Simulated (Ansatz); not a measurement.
Boltzmann transport of TiCo3 at constant τ

Level of theory: Ansatz 0.2.0, DFT PBEsol, scalar-relativistic, plane waves, PAW. Plane waves to 420 eV; Γ-centred k mesh 12×12×12; Gaussian smearing of 0.20 eV. Collinear spin, site moments -0.1, 0.2, 0.2, 0.2 μB.

Relaxed structure:
```yaml
crystal:
  lattice:
    - [3.52874, 0.00000, 0.00000]
    - [0.00000, 3.52874, 0.00000]
    - [0.00000, 0.00000, 3.52874]
  atoms:
    - { symbol: Ti, position: [0.00000, 0.00000, 0.00000] }
    - { symbol: Co, position: [0.00000, 0.50000, 0.50000] }
    - { symbol: Co, position: [0.50000, 0.00000, 0.50000] }
    - { symbol: Co, position: [0.50000, 0.50000, 0.00000] }
```

In a metal these results depend on the k mesh and the smearing.

Constant relaxation time and rigid bands. The levels are interpolated over the whole zone and filled by a Fermi function at the stated temperature, with the chemical potential set by the electron count. Seebeck coefficients of a few μV/K are small differences and uncertain even in sign.

(1) Give the Drude plasma energies, the density of states at the chemical potential and σ/τ at 300 K.

(2) And the Seebeck coefficient (μV/K)?

## Answers

(1)
```
Plasma energy xx, yy, zz                : 4.99, 4.99, 4.99 eV
Density of states (thermally broadened) : 5.19 states/eV/cell
Conductivity over τ, xx, yy, zz         : 5.1, 5.1, 5.1 ×10²⁰ (Ω·m·s)⁻¹
```

(2)
```tsv
T (K)	Sxx	Syy	Szz
300	7.3	7.3	7.3
600	13.4	13.4	13.4
900	19.1	19.1	19.1
```

Cost: 1 run of about 24 core-minutes, on Intel Xeon Platinum 8259CL (Skylake/Cascade Lake) (shared hosts).